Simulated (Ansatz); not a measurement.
The elements of this relaxed trial crystal are hidden behind letters.

```
lattice vectors (Å)
  -2.0791    6.2445    2.9525
   2.0791   -6.2445    2.9525
   2.0791    6.2445   -2.9525
fractional positions
X 0.0002 0.0002 0.0000
Z 0.6697 0.0006 0.6691
Z 0.3316 0.0006 0.3309
Q 0.0879 0.2624 0.8255
Q 0.4369 0.2624 0.1745
Q 0.7237 0.2237 0.5000
```

All numbers below come from Ansatz 0.2.0, DFT PBE, scalar-relativistic, plane waves, PAW. The final run on the 6-atom cell used 420 eV, a Γ-centred 10×10×10 mesh, 0.10 eV smearing and no spin polarisation.

| Property | Result |
| --- | --- |
| Space group | Imm2 (No. 44) |
| Conventional cell | a = 4.158 Å, b = 12.489 Å, c = 5.905 Å |
| Volume per atom | 25.55 Å³ |
| Density | 5.19 g/cm³ |
| Energy over the elements | −0.31 eV/atom |
| Gap on the 10×10×10 mesh of the 6-atom cell | 0 eV (the bands meet within 0.015 eV) |

Energies are uncorrected and count from the elements' standard states at the same level.

**Question.** X is a p-block element of period 5, Z is a p-block element of period 4 and Q is a p-block element of period 4. Which elements are they?

**Answer.** X = In, Z = Ga, Q = As, so the formula is InGa2As3. Density times volume gives a mean mass of 5.19 × 25.55/1.6605 = 79.9 u per atom, and this set has 79.8 u. In has 4 As at 2.64–2.67 Å; Ga has 4 As at 2.49–2.51 Å; As on a site of symmetry m is surrounded by 3 Ga at 2.49–2.51 Å and 1 In at 2.67 Å; 1 more site not described. Other sets within the hints have nearly the same mass, so mass alone doesn't settle it; this one was computed.

The zero gap may come from the functional, which often closes small gaps. Symmetry constrained the relaxation, so the result can be a saddle point.
